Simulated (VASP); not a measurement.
Cu2O (Cuprite), 6 atoms in the cell. Symmetry: Pn-3m, No. 224, cubic system. Conventional cell: a = 4.260 Å, b = 4.260 Å, c = 4.260 Å, α = 90.00°, β = 90.00°, γ = 90.00°. Around Cu (site symmetry -3m) lie 2 O at 1.84 Å. O (site symmetry -43m) is surrounded by 4 Cu at 1.84 Å. 

| Quantity | Value |
| --- | --- |
| Program | VASP 6.6.1 |
| Task | single point |
| Functional | PBE |
| Potentials or basis | VASP PAW PBE potentials, release 64 (Cu, O) |
| Cutoff | 520 eV |
| k mesh | 6 × 6 × 6 |
| Occupations | gaussian, width 0.012 eV |
| Spin | no spin polarisation |
| Further INCAR settings | ALGO = Normal; EDIFF = 1e-06; NBANDS = 37 |

Potentials or basis: VASP PAW PBE potentials, release 64 (Cu, O).

Run with:

```sh
$ cat potpaw_PBE.64/Cu/POTCAR potpaw_PBE.64/O/POTCAR > POTCAR
$ mpirun -np 1 vasp_std > vasp.out
```

Hardware: 1 thread of Intel(R) Xeon(R) Platinum 8488C (Sapphire Rapids), with other jobs on the host.

Problem. Estimate the wall time of this run.

Solution. It took 26 s on 1 thread of Intel(R) Xeon(R) Platinum 8488C (Sapphire Rapids), with other jobs on the host, peak memory 0.2 GiB. Counts: scf iterations 14, k points 20.
